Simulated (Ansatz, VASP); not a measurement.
# BN in VASP and in Ansatz

The input INCAR:

```
ALGO = Normal
EDIFF = 1E-7
EDIFFG = -0.01
ENCUT = 600
GGA = PE
IBRION = 2
ISIF = 3
ISMEAR = -1
LASPH = T
LCHARG = F
LREAL = F
LWAVE = F
NELM = 80
NSW = 60
PREC = Accurate
SIGMA = 0.05
```

Contents of KPOINTS:

```
k-points
0
Gamma
  13 13 13
```

File POSCAR:

```
BN
1.0
    0.0000000000      1.8130010000      1.8130010000
    1.8130010000      0.0000000000      1.8130010000
    1.8130010000      1.8130010000      0.0000000000
N B
1 1
Direct
    0.2500000000      0.2500000000      0.2500000000
    0.0000000000      0.0000000000      0.0000000000
```

File input.yaml:

```yaml
crystal:
  lattice:
    - [0.0, 1.813001, 1.813001]
    - [1.813001, 0.0, 1.813001]
    - [1.813001, 1.813001, 0.0]
  atoms:
    - { symbol: "N", position: [0.25, 0.25, 0.25] }
    - { symbol: B, position: [0.0, 0.0, 0.0] }
hamiltonian:
  xc: pbe
  pseudopotentials: { kind: paw }
kpoints:
  mp_grid: { grid: [13, 13, 13] }
scf:
  occupations: { method: fermi_dirac, width: 0.05 }
output:
  forces: true
  stress: true
  write_density: true
  write_potential: true
  elf: true
  volumetric_format: npy
relax:
  f_tol: 0.01
  max_steps: 40
  cell: { stress_tol: 0.05 }
```

The cell is a database's computed one.

Alike in both runs: task relaxation of cell and atoms; functional PBE; k mesh 13 × 13 × 13; occupations fermi-dirac, width 0.05 eV; no spin polarisation.

|  | VASP | Ansatz |
| --- | --- | --- |
| version | VASP 6.6.1 | Ansatz 0.2.0 |
| potentials or method | VASP PAW PBE potentials, release 64 (N, B) | Ansatz PAW |
| plane-wave cutoff (eV) | 600 | 420 |
| valence electrons in the cell | 8 | 8 |

```csv
,VASP,Ansatz,Ansatz less VASP
"gap on the k mesh at the Fermi level, each at its own relaxed structure (eV)",4.52,4.54,+0.012
relaxed volume (Å³/atom),5.95,5.95,+0.001
relaxed cell length with the largest relative difference (Å),2.563,2.563,+0.0001
```

Caveats: an odd mesh through Γ misses points on the zone boundary, where band edges often lie (VASP); odd divisions of the mesh miss points on the zone boundary, where band edges often lie, so the gap on the mesh can be too wide (Ansatz); the plane-wave basis is chosen anew once the cell has moved, so the energies of steps on either side of that aren't comparable (Ansatz); the pressure holds a Pulay correction of +1.1 GPa for the finite cutoff (Ansatz). PBE gaps usually lie below the measured ones, often by a third to a half.
